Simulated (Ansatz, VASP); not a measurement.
## Y: VASP beside Ansatz

```
Y
1.0
     0.00000    2.28620    2.58440
     2.28620    0.00000    2.58440
     2.28620    2.28620    0.00000
Y
1
Direct
  0.00000 0.00000 0.00000
```

Change from the starting cell: strain -0.080 along x and y, +0.040 along z, atoms carried along.

Alike in both runs: task single point; functional PBEsol; k mesh 16 × 16 × 16; occupations gaussian, width 0.15 eV; no spin polarisation.

|  | VASP | Ansatz |
| --- | --- | --- |
| version | VASP 6.6.1 | Ansatz 0.2.0 |
| potentials or method | VASP PAW PBE potentials, release 64 (Y_sv) | scalar-relativistic, plane waves, PAW |
| plane-wave cutoff (eV) | 520 | 420 |
| valence electrons in the cell | 11 | 11 |

Ansatz gave:

- gap on the k mesh at the Fermi level (eV): none
- pressure (GPa): 6.7
- largest component of the traceless stress (GPa): 2.92

Estimate VASP's values.

gap on the k mesh at the Fermi level (eV): none; pressure (GPa): 6.5; largest component of the traceless stress (GPa): 2.97.

A gap of «none» marks a metal or a gap that the smearing closes.

Caveats: the PAW data sets were made with another functional, which shifts forces and pressure a little (VASP).
